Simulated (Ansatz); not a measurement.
# TePb: the cost of one run

Method: DFT r2SCAN, scalar-relativistic, plane waves, PAW, in Ansatz 0.2.0.

## Step 1: The structure to begin with

The structure is cubic, space group Fm-3m (No. 225). Conventional cell: a = 6.542 Å, b = 6.542 Å, c = 6.542 Å, α = 90.00°, β = 90.00°, γ = 90.00°. Te (site symmetry m-3m) has 6 Pb at 3.27 Å as nearest neighbours. Around Pb (site symmetry m-3m) lie 6 Te at 3.27 Å.

Coordinates:

```
Te Pb
1.0
     0.00000    3.27090    3.27090
     3.27090    0.00000    3.27090
     3.27090    3.27090    0.00000
Te Pb
1 1
Direct
  0.00000 0.00000 0.00000
  0.50000 0.50000 0.50000
```

The structure comes from the Materials Project (structure only).

(A quick probe on a coarse mesh, which set the mesh and smearing, is not shown.)

## Step 3: Full relaxation

input.yaml

```yaml
crystal:
  lattice:
    - [0.0, 3.2708968051, 3.2708968051]
    - [3.2708968051, 0.0, 3.2708968051]
    - [3.2708968051, 3.2708968051, 0.0]
  atoms:
    - { symbol: Te, position: [0.0, 0.0, 0.0] }
    - { symbol: Pb, position: [0.5, 0.5, 0.5] }
basis:
  ecutwfc: 500
kpoints:
  mp_grid: { grid: [8, 8, 8] }
hamiltonian:
  xc: r2scan
scf:
  occupations: { method: gaussian, width: 0.02 }
output:
  forces: true
  stress: true
  eigenvalues: true
relax:
  adjacent_minimum: "off"
  f_tol: 0.005
  max_steps: 80
  cell: { stress_tol: 0.05 }
```

What time and memory should one allow on 1 thread of an Arm CPU, shared host?

About 36 s, with a peak of 0.57 GiB.
